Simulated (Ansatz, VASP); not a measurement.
**Two plane-wave programs on SnTe**

The input INCAR:

```
SYSTEM = SnTe
PREC = Accurate
ENCUT = 520
EDIFF = 1E-7
ISMEAR = 0
SIGMA = 0.01
LREAL = .False.
LASPH = .True.
NELM = 80
ALGO = Normal
ISIF = 2
LWAVE = .False.
LCHARG = .False.
GGA = PS
NBANDS = 17
```

File KPOINTS:

```
Automatic mesh
0
Gamma
  3 3 3
  0 0 0
```

POSCAR

```
SnTe
1.0
   -0.0123193990      3.5849650640      3.5743328436
    3.6325954144     -0.0264956927      3.5885091374
    3.6333341790      3.5998801224     -0.0272344573
Sn Te
1 1
Direct
    0.9957800000      0.0009800000      0.0052100000
    0.7561500000      0.7474000000      0.7507500000
```

Input for Ansatz:

```yaml
crystal:
  lattice:
    - [-0.012319398960020952, 3.584965063977053, 3.574332843642837]
    - [3.632595414413244, -0.026495692738975368, 3.588509137421792]
    - [3.633334179018626, 3.5998801223613897, -0.027234457344357497]
  atoms:
    - { symbol: Sn, position: [0.99578, 0.00098, 0.00521] }
    - { symbol: Te, position: [0.75615, 0.7474, 0.75075] }
basis:
  ecutwfc: 540.0
  xc_grid: 2
kpoints:
  mp_grid:
    grid: [3, 3, 3]
hamiltonian:
  xc: pbesol
scf:
  convergence:
    dr2_threshold: 1.0e-09
  occupations:
    method: fixed
output:
  forces: true
  stress: true
```

The cell comes from a database or a generator and needn't be the stable form of this composition.

Alike in both runs: task single point; functional PBEsol; k mesh 3 × 3 × 3; no spin polarisation.

|  | VASP | Ansatz |
| --- | --- | --- |
| version | VASP 6.6.1 | Ansatz 0.2.0 |
| potentials or method | VASP PAW PBE potentials, release 64 (Sn_d, Te) | plane waves, PAW |
| plane-wave cutoff (eV) | 520 | 540 |
| occupations | gaussian, width 0.01 eV | fixed |
| valence electrons in the cell | 20 | 30 |

|  | VASP | Ansatz | Ansatz less VASP |
| --- | --- | --- | --- |
| pressure (GPa) | -2.2 | -2.2 | 0.00 |
| largest component of the traceless stress (GPa) | 0.11 | 0.11 | -0.003 |
| rms of the force components (eV/Å) | 0.047 | 0.047 | -0.0003 |

Atom by atom the forces differ by 0.000 eV/Å (rms over components). The two sets of potentials don't hold the same shells in valence. Ansatz warned: «stress_scf_threshold_loose».

Caveats: the k mesh is coarse (spacing up to 0.50 Å⁻¹), so the values aren't converged; the PAW data sets were made with another functional, which shifts forces and pressure a little (VASP). A k mesh can miss the band edges.
